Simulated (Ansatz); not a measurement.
Input of an Ansatz 0.2.0 run:

Contents of input.yaml:

```yaml
crystal:
  lattice:
    - [0.0, 3.06065, 3.06065]
    - [3.06065, 0.0, 3.06065]
    - [3.06065, 3.06065, 0.0]
  atoms:
    - { symbol: Pb, position: [0.0, 0.0, 0.0] }
    - { symbol: Se, position: [0.5, 0.5, 0.5] }
hamiltonian:
  xc: rpbe
  pseudopotentials: { kind: paw }
kpoints:
  mp_grid: { grid: [8, 8, 8] }
scf:
  occupations: { method: fermi_dirac, width: 0.05 }
output:
  forces: true
  stress: true
  write_density: true
  write_potential: true
  elf: true
  volumetric_format: npy
relax:
  f_tol: 0.01
  max_steps: 40
  cell: { stress_tol: 0.05 }
```

Potentials or basis: Ansatz PAW.

Launch:

```bash
$ ansatz run input.yaml --threads 2 --pin off --max-ram 5632MiB --backend cpu --events-out ev --progress --plain --runs-dir out
```

Task: Predict the space group after relaxing (to 0.05 Å).

Result: Fm-3m (No. 225).

Task: What does it give for the band gap on the k mesh?

Result: 0.63 eV, direct.

Final structure:
```
CELL_PARAMETERS angstrom
0.00000 3.14844 3.14844
3.14844 0.00000 3.14844
3.14844 3.14844 0.00000
ATOMIC_POSITIONS crystal
Pb 0.00000 0.00000 0.00000
Se 0.50000 0.50000 0.50000
```

Caveat: the plane-wave basis is chosen anew once the cell has moved, so the energies of steps on either side of that aren't comparable; spin-orbit coupling is left out, which as a rule narrows the gap of such compounds by several tenths of an eV; the PAW data sets come from PBE, with cores solved anew for the run's functional, which leaves a small shift of forces and pressure.

The cell as given is a measured one (28.67 Å³/atom); RPBE puts the equilibrium volume +8.9 % from it, thermal expansion not counted.
